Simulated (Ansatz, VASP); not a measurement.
**One calculation of SiO2, two programs**

```xyz
9
Lattice="5.3410 0.0000 0.0000 -2.6705 4.6255 0.0000 0.0000 0.0000 5.5249" Properties=species:S:1:pos:R:3 pbc="T T T"
Si   -1.3353    2.3127    1.8416
Si    1.3353    2.3127    3.6832
Si    2.6705    0.0000    0.0000
O     1.0057    3.6643    4.6040
O     2.6705    2.7031    2.7624
O     3.6762    0.9612    0.9208
O     1.6648    0.9612    4.6040
O     0.0000    1.9224    2.7624
O    -1.0057    3.6643    0.9208
```

Change from the starting cell: strain +0.0600 x Voigt [1, 1, 0, 0, 0, 0], atoms carried along.

Alike in both runs: task single point; functional LDA; k mesh 6 × 6 × 4; occupations gaussian, width 0.05 eV; no spin polarisation.

|  | VASP | Ansatz |
| --- | --- | --- |
| version | VASP 6.6.1 | Ansatz 0.2.0 |
| potentials or method | VASP PAW LDA potentials, release 64 (Si, O) | scalar-relativistic, plane waves, PAW |
| plane-wave cutoff (eV) | 520 | 420 |
| valence electrons in the cell | 48 | 48 |

VASP gave:

| Property | Result |
| --- | --- |
| gap on the k mesh at the Fermi level (eV) | 4.71 |
| least direct gap on the mesh (eV) | 5.00 |
| pressure (GPa) | -17.1 |
| largest component of the traceless stress (GPa) | 3.07 |
| rms of the force components (eV/Å) | 0.391 |

Task: Which values does Ansatz return?

Result: gap on the k mesh at the Fermi level (eV): 4.72; least direct gap on the mesh (eV): 5.00; pressure (GPa): -17.5; largest component of the traceless stress (GPa): 3.07; rms of the force components (eV/Å): 0.392.

Atom by atom the forces differ by 0.001 eV/Å (rms over components).

Caveats: so large a pressure means that the cell lies far from this level's equilibrium, or that cutoff or potentials fall short (VASP). A k mesh can miss the band edges.
